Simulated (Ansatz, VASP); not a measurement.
# Ti: VASP beside Ansatz

INCAR

```
PREC = Accurate
ENCUT = 520
EDIFF = 1E-7
ISMEAR = 0
SIGMA = 0.15
LREAL = F
LASPH = T
NELM = 100
ALGO = Fast
ISIF = 2
LWAVE = F
LCHARG = T
GGA = PS
LELF = T
LVHAR = T
NBANDS = 12
```

File KPOINTS:

```
Automatic mesh
0
Gamma
  22 22 22
```

POSCAR

```
Ti
1.0
   -1.3311412423      1.3311412423      2.0843009573
    1.3311412423     -1.3311412423      2.0843009573
    1.3311412423      1.3311412423     -2.0843009573
Ti
1
Direct
    0.0000000000      0.0000000000      0.0000000000
```

Input for Ansatz:

```yaml
crystal:
  lattice:
    - [-1.3311412423, 1.3311412423, 2.0843009573]
    - [1.3311412423, -1.3311412423, 2.0843009573]
    - [1.3311412423, 1.3311412423, -2.0843009573]
  atoms:
    - { symbol: Ti, position: [0.0, 0.0, 0.0] }
basis:
  ecutwfc: 520.0
kpoints:
  mp_grid: { grid: [22, 22, 22] }
hamiltonian:
  xc: pbesol
  pseudopotentials: { kind: paw, azcp: { folder: soft_1 } }
scf:
  occupations: { method: gaussian, width: 0.15 }
output:
  forces: true
  stress: true
  eigenvalues: true
```

Alike in both runs: task single point; functional PBEsol; k mesh 22 × 22 × 22; occupations gaussian, width 0.15 eV; no spin polarisation.

```csv
,VASP,Ansatz
version,VASP 6.6.1,Ansatz 0.2.0
potentials or method,"VASP PAW PBE potentials, release 64 (Ti_sv)","scalar-relativistic, plane waves, PAW"
plane-wave cutoff (eV),520,520
valence electrons in the cell,12,12
```

```tsv
	VASP	Ansatz	Ansatz less VASP
gap on the k mesh at the Fermi level (eV)	none	none	-
pressure (GPa)	16.3	16.8	+0.50
largest component of the traceless stress (GPa)	1.62	1.53	-0.086
```

A gap of «none» marks a metal or a gap that the smearing closes. With one functional, cell and mesh, what is left measures potentials, basis and numerics. Ansatz warned: «pseudo_functional_mismatch».

Caveats: so large a pressure means that the cell lies far from this level's equilibrium, or that cutoff or potentials fall short (VASP); the potentials were made for another functional, which shifts forces and pressure (VASP).
